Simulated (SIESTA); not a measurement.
Si2W:

```
W Si
1.0
    -1.60690    1.60690    3.91495
     1.60690   -1.60690    3.91495
     1.60690    1.60690   -3.91495
W Si
1 2
Cartesian
  0.0000 0.0000 0.0000
  0.0000 0.0000 5.2092
  0.0000 0.0000 2.6207
```

Program: SIESTA 5.4.2. Alike in all runs: task band structure; potentials or basis PseudoDojo 0.4 standard (PBE files), DZP (energy shift 0.003 Ry; two zetas on semicore shells); no spin polarisation; cell as given; k mesh 8 × 8 × 8; smearing fermi-dirac 0.05 eV; grid cutoff 800 Ry; energy shift 0.003 Ry. Hardware: 1 thread of Arm Neoverse V1, with other jobs on the host.

Q: Order these runs on this cell by their wall time, lowest first.
A. level PBE+U; U W d U = 8 eV
B. level PBE
C. level PBE+U; U W d U = 2 eV

A: B (130 s), C (280 s), A (960 s).

Caveats: U without spin polarisation on a metal has little footing (some runs); the U is typed as a test and isn't derived for this compound (some runs).
